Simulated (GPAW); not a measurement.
BaTiO3: single point with PBE

The system is BaTiO3.

```
Ba Ti O
1.0
     3.99980    0.00000    0.00000
     0.00000    3.99980    0.00000
     0.00000    0.00000    4.01800
Ba Ti O
1 1 3
Direct
  0.00000 0.00000 0.00000
  0.50000 0.50000 0.49000
  0.00000 0.50000 0.51700
  0.50000 0.00000 0.51700
  0.50000 0.50000 0.01900
```

```json
{
 "Program": "GPAW 26.7.0",
 "Task": "single point",
 "Functional": "PBE",
 "Potentials or basis": "GPAW PAW data sets (gpaw-data 1.2.1)",
 "Cutoff": "650 eV",
 "Basis": "pw",
 "k mesh": "6 × 6 × 6",
 "Occupations": "fermi-dirac, width 0.05 eV",
 "Spin": "no spin polarisation"
}
```

The pressure is 1.7 GPa, the largest force is 0.249 eV/Å and the band gap on the k mesh is 1.81 eV, indirect (least direct gap 2.09 eV).

Forces in eV/Å, atoms in the order of the input:
```
Ba   0.000  0.000  0.063
Ti   0.000  0.000 -0.091
O    0.000  0.000 -0.107
O    0.000  0.000 -0.107
O    0.000  0.000  0.249
```

Stress tensor (GPa, compression positive):
```
1.35 0.00 0.00
0.00 1.35 0.00
0.00 0.00 2.30
```

Levels at points of the mesh, in eV from the valence-band top:
```tsv
k point	band 18	band 19	band 20	band 21	band 22	band 23
(0.00, 0.00, 0.00)	-0.30	-0.28	-0.28	1.81	2.02	2.02
(0.00, 0.00, 0.50)	-1.94	-0.69	-0.69	1.96	3.58	3.58
(0.50, 0.00, 0.00)	-1.72	-0.93	-0.83	2.16	3.52	3.56
(0.50, 0.00, 0.50)	-0.90	-0.88	-0.16	3.55	3.60	3.95
(0.50, 0.50, 0.00)	-0.97	-0.97	-0.08	3.57	3.57	3.97
(0.50, 0.50, 0.50)	-0.08	-0.08	0.00	4.20	4.20	4.20
```

It took 42 s on 1 thread of INTEL(R) XEON(R) PLATINUM 8581C CPU @ 2.10GHz (Emerald Rapids), on a shared host, peak memory 0.24 GiB.

Caveat: the cutoff is short for stress and forces, so pressures can be off by a GPa or more; spin-orbit coupling is left out, which moves the levels of the heavy elements. A k mesh can miss the band edges.
